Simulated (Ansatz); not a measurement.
# What a trial cell of GeS3 relaxes into

Computed with DFT PBE, scalar-relativistic, plane waves, PAW in Ansatz. Cutoff 420 eV, Γ-centred k mesh, Gaussian smearing, no spin polarisation in the final step.

The start puts GeS3 on the Cu3Au (L1_2) structure type (Pm-3m, No. 221), with Ge in place of Au, S in place of Cu, at a guessed volume.

```
Ge S
1.0
     4.29161    0.00000    0.00000
     0.00000    4.29161    0.00000
     0.00000    0.00000    4.29161
Ge S
1 3
Direct
  0.00000 0.00000 0.00000
  0.00000 0.50000 0.50000
  0.50000 0.00000 0.50000
  0.50000 0.50000 0.00000
```

Steps on the 4×4×4 mesh (4 atoms). 4 of 4 steps are shown, and the free energy counts from the last. Trial steps that were taken back and renewals of the plane-wave basis can be among the rows.

| step | ΔF (meV/atom) | V (Å³/atom) | P (GPa) |
| --- | --- | --- | --- |
| 1 | 33.9 | 19.76 | -5.37 |
| 2 | 2.6 | 17.41 | 1.83 |
| 3 | -0.1 | 17.95 | -0.19 |
| 4 | 0.0 | 17.95 | -0.18 |

A final relaxation ran on a 12×12×12 mesh. The relaxed crystal, Pm-3m (No. 221):

```
Ge S
1.0
     4.13114    0.00000    0.00000
     0.00000    4.13114    0.00000
     0.00000    0.00000    4.13114
Ge S
1 3
Direct
  0.00000 0.00000 0.00000
  0.00000 0.50000 0.50000
  0.50000 0.00000 0.50000
  0.50000 0.50000 0.00000
```

```yaml
Volume_per_atom: 17.63 Å³
Density: 3.98 g/cm³
Energy_over_the_elements: 0.79 eV/atom
Gap_on_the_12×12×12_mesh: 0 eV (a metal)
```

Formation energies are uncorrected and refer to the elements' standard structures at the same level.

The final run used a 12×12×12 mesh on its 4-atom cell and 0.10 eV smearing. The k mesh leaves about 4 meV/atom of noise in metals.

A structure relaxed within its symmetry needn't be a true minimum.

Cost: 3 runs of about 0.41 core-minutes in all, on Intel Xeon 6975P-C (Granite Rapids) (shared hosts).